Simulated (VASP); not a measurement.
Set up this calculation in VASP 6.6.1, as the native input.

* Task: relaxation of shape and atoms at fixed volume
* Functional: PBE
* Potentials or basis: VASP PAW PBE potentials, release 64 (Sn)
* Cutoff: 300 eV
* k mesh: 6 × 6 × 6
* Occupations: gaussian, width 0.03 eV
* Spin: no spin polarisation
* Further INCAR settings: ALGO = Normal; EDIFF = 1e-07; IBRION = 2; EDIFFG = -0.01; NSW = 40; ISIF = 4

The structure of Sn lies in POSCAR:

```
Sn                                      
1.0
   -2.9773298103      2.9773298103      1.5958622437
    2.9773298103     -2.9773298103      1.5958622437
    2.9773298103      2.9773298103     -1.5958622437
  Sn            
     2
Direct
     0.0000000000000000    0.0000000000000000    0.0000000000000000
     0.7500000000000000    0.2500000000000000    0.5000000000000000
```

The input as run:

INCAR

```
PREC = Accurate
ENCUT = 300
EDIFF = 1E-7
ISMEAR = 0
SIGMA = 0.03
LREAL = False
LASPH = True
NELM = 80
ALGO = Normal
ISIF = 4
LWAVE = False
LCHARG = False
GGA = PE
IBRION = 2
NSW = 40
EDIFFG = -0.01
```

KPOINTS

```
Automatic mesh
0
Gamma
  6 6 6
```

Potentials or basis: VASP PAW PBE potentials, release 64 (Sn).

Command:

```bash
$ cat potpaw_PBE.64/Sn/POTCAR > POTCAR
$ mpirun -np 1 vasp_std > vasp.out
```

It gave:

* Pressure after relaxing: 0.0 GPa
* Band gap on the k mesh: none (metal or under the smearing width)

Caveat: the k mesh is coarse (spacing up to 0.37 Å⁻¹), so the values aren't converged; the relaxation stopped at its first step, so nothing moved.

Run time: 9.6 s on 1 thread of Intel(R) Xeon(R) Platinum 8259CL CPU @ 2.50GHz (Skylake/Cascade Lake), on a shared host, peak memory 0.15 GiB.
